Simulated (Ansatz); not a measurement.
Relaxed (110) slab cut from Sn (space group I4/mmm (No. 139)); the slab's formula is Sn, its outer planes Sn (top) and Sn (bottom):

```xyz
5
Lattice="3.4135 0.0000 0.0000 0.3483 3.3957 0.0000 0.0000 0.0000 24.1490" Properties=species:S:1:pos:R:3 pbc="T T T"
Sn    1.8809    1.6978    7.6736
Sn    0.0000    0.0000    9.7860
Sn    1.8809    1.6978   12.0745
Sn    0.0000    0.0000   14.3630
Sn    1.8809    1.6978   16.4754
```

The calculation used DFT PBEsol, scalar-relativistic, plane waves, PAW in Ansatz 0.2.0. Plane waves to 420 eV, a k mesh through Γ of 10×10×1 on the computed 5-atom cell and Gaussian smearing (0.10 eV); no spin polarisation. The cell repeats along c with a dipole correction in the vacuum.

The potential is the smooth part; its values at the atoms depend on the PAW datasets.

**Question.** How does the plane-averaged electrostatic potential energy of an electron run along c, counted from the Fermi level?

**Answer.**
| z (Å) | V (eV) |
| --- | --- |
| 2.68 | 4.10 |
| 2.98 | 4.10 |
| 3.28 | 4.10 |
| 3.58 | 4.10 |
| 3.88 | 4.10 |
| 4.17 | 4.10 |
| 4.47 | 4.09 |
| 4.77 | 4.07 |
| 5.07 | 4.04 |
| 5.37 | 3.97 |
| 5.66 | 3.81 |
| 5.96 | 3.48 |
| 6.26 | 2.78 |
| 6.56 | 1.32 |
| 6.86 | -1.67 |
| 7.16 | -3.36 |
| 7.45 | -2.20 |
| 7.75 | -1.72 |
| 8.05 | -3.38 |
| 8.35 | -3.89 |
| 8.65 | -2.27 |
| 8.94 | -2.96 |
| 9.24 | -3.97 |
| 9.54 | -2.54 |
| 9.84 | -1.69 |
| 10.14 | -3.10 |
| 10.43 | -3.59 |
| 10.73 | -1.56 |
| 11.03 | -1.02 |
| 11.33 | -3.14 |
| 11.63 | -3.63 |
| 11.93 | -2.08 |
| 12.22 | -2.08 |
| 12.52 | -3.63 |
| 12.82 | -3.14 |
| 13.12 | -1.02 |
| 13.42 | -1.56 |
| 13.71 | -3.59 |
| 14.01 | -3.10 |
| 14.31 | -1.69 |
| 14.61 | -2.54 |
| 14.91 | -3.97 |
| 15.20 | -2.96 |
| 15.50 | -2.27 |
| 15.80 | -3.89 |
| 16.10 | -3.38 |
| 16.40 | -1.72 |
| 16.70 | -2.20 |
| 16.99 | -3.36 |
| 17.29 | -1.67 |
| 17.59 | 1.32 |
| 17.89 | 2.78 |
| 18.19 | 3.48 |
| 18.48 | 3.81 |
| 18.78 | 3.97 |
| 19.08 | 4.04 |
| 19.38 | 4.07 |
| 19.68 | 4.09 |
| 19.98 | 4.10 |
| 20.27 | 4.10 |
| 20.57 | 4.10 |
| 20.87 | 4.10 |
| 21.17 | 4.10 |
| 21.47 | 4.10 |

The vacuum level lies 4.10 eV above the Fermi level.

The reference crystal is a form of Sn, which isn't its usual structure.

Cost: 1 run of about 1.4 core-minutes, on Intel Xeon 6975P-C (Granite Rapids) (shared hosts).